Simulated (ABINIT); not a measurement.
CuAu: phonons with PBEsol

CuAu:

```xyz
2
Lattice="2.8139 0.0000 0.0000 0.0000 2.8139 0.0000 0.0000 0.0000 3.5837" Properties=species:S:1:pos:R:3 pbc="T T T"
Au    0.0000    0.0000    0.0000
Cu    1.4069    1.4069    1.7919
```

The cell isn't the ideal one: cell relaxed at zero pressure by an earlier run.

```json
{
 "Program": "ABINIT 10.8.3 (patched build)",
 "Task": "phonons",
 "Functional": "PBEsol",
 "Potentials or basis": "Ansatz PAW PBE default generated set, frozen core",
 "Cutoff": "419 eV",
 "k mesh": "12 × 12 × 8",
 "Occupations": "fermi-dirac, width 0.136 eV",
 "Spin": "no spin polarisation",
 "Cutoff smearing ecutsm (Ha)": "0.5",
 "Stop of the response cycle (tolvrs)": "1e-09",
 "Acoustic sum rule (asr)": "1",
 "Fine-grid cutoff": "838.111 eV"
}
```

```yaml
Pressure: 0.5 GPa
Band_gap_on_the_k_mesh: none (metal or under the smearing width)
Highest_phonon_frequency_at_Γ: 205 cm⁻¹
```

Stress tensor (GPa, compression positive):
```
0.65 0.00 0.00
0.00 0.65 0.00
0.00 0.00 0.22
```

Phonon frequencies in cm⁻¹ (negative: imaginary):
| q point | frequencies |
| --- | --- |
| (0.000, 0.000, 0.000) | 0 0 0 151 151 205 |

Wall time 25 min on 1 thread of Intel(R) Xeon(R) Platinum 8259CL CPU @ 2.50GHz (Skylake/Cascade Lake), on a shared host, peak memory 1 GiB.

Caveat: the PAW data sets were made with another functional, which shifts forces and pressure a little; the atomic spheres overlap. Spin-orbit coupling is left out, which matters for the levels of Au.
